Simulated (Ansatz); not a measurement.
Ag in Ansatz: the effect of functional

Ag:

```
CELL_PARAMETERS angstrom
-1.65565 1.65565 1.65565
1.65565 -1.65565 1.65565
1.65565 1.65565 -1.65565
ATOMIC_POSITIONS crystal
Ag 0.00000 0.00000 0.00000
```

This isn't the form of Ag at room conditions, which is fcc.

Alike in all runs:

| Quantity | Value |
| --- | --- |
| Program | Ansatz 0.2.0 |
| Task | band structure |
| Potentials or basis | Ansatz PAW |
| k mesh | 6 × 6 × 6 |
| Occupations | fermi-dirac, width 0.05 eV |
| Spin | no spin polarisation |

| functional | cutoff | pressure (GPa) |
| --- | --- | --- |
| LDA | 420 eV (not typed: the program's choice for these potentials) | -11.4 |
| PBEsol | 420 eV (not typed: the program's choice for these potentials) | ? |
| r2SCAN | 500 eV (not typed: the program's choice for these potentials) | -3.2 |

**Question.** What does the run with functional PBEsol give?

**Answer.** Pressure -7.2 GPa.

Caveats: all runs use coarse meshes; the PAW data sets come from PBE, with cores solved anew for the run's functional, which leaves a small shift of forces and pressure.
